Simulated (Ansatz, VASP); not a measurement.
# In3GaAs4 in VASP and in Ansatz

Contents of INCAR:

```
PREC = Accurate ; ENCUT = 520
EDIFF = 1E-7 ; ISMEAR = 0
SIGMA = 0.1 ; LREAL = F
LASPH = T ; NELM = 80
ALGO = Normal ; ISIF = 2
LWAVE = F ; LCHARG = F
GGA = PE ; NBANDS = 46
```

Contents of KPOINTS:

```
Automatic mesh
0
Gamma
  4 4 4
```

Contents of POSCAR:

```
In3GaAs4
1.0
    6.0773631000      0.0000000000      0.0000000000
    0.0000000000      6.0773631000      0.0000000000
    0.0000000000      0.0000000000      6.0773631000
In Ga As
3 1 4
Direct
    0.5000000000      0.0000000000      0.0000000000
    0.0000000000      0.0000000000      0.5000000000
    0.0000000000      0.5000000000      0.0000000000
    0.5000000000      0.5000000000      0.5000000000
    0.2600610000      0.7399390000      0.2600610000
    0.2600610000      0.2600610000      0.7399390000
    0.7399390000      0.7399390000      0.7399390000
    0.7399390000      0.2600610000      0.2600610000
```

Input for Ansatz:

```yaml
crystal:
  lattice:
    - [6.0773631, 0.0, 0.0]
    - [0.0, 6.0773631, 0.0]
    - [0.0, 0.0, 6.0773631]
  atoms:
    - { symbol: In, position: [0.5, 0.0, 0.0] }
    - { symbol: In, position: [0.0, 0.0, 0.5] }
    - { symbol: In, position: [0.0, 0.5, 0.0] }
    - { symbol: Ga, position: [0.5, 0.5, 0.5] }
    - { symbol: As, position: [0.260061, 0.739939, 0.260061] }
    - { symbol: As, position: [0.260061, 0.260061, 0.739939] }
    - { symbol: As, position: [0.739939, 0.739939, 0.739939] }
    - { symbol: As, position: [0.739939, 0.260061, 0.260061] }
basis:
  ecutwfc: 420
kpoints:
  mp_grid: { grid: [4, 4, 4] }
hamiltonian:
  xc: pbe
scf:
  occupations: { method: gaussian, width: 0.1 }
  lower_state_search: "off"
output:
  forces: true
  stress: true
  eigenvalues: true
```

Alike in both runs: task single point; functional PBE; k mesh 4 × 4 × 4; occupations gaussian, width 0.1 eV; no spin polarisation.

|  | VASP | Ansatz |
| --- | --- | --- |
| version | VASP 6.6.1 | Ansatz 0.2.0 |
| potentials or method | VASP PAW PBE potentials, release 64 (In_d, Ga_d, As) | scalar-relativistic, plane waves, PAW |
| plane-wave cutoff (eV) | 520 | 420 |
| valence electrons in the cell | 72 | 112 |

VASP gave:

| Quantity | Value |
| --- | --- |
| gap on the k mesh at the Fermi level (eV) | none |
| pressure (GPa) | 0.1 |

What did Ansatz give for the same quantities?

gap on the k mesh at the Fermi level (eV): none; pressure (GPa): 0.0.

A gap of «none» marks a metal or a gap that the smearing closes. The two sets of potentials don't hold the same shells in valence.
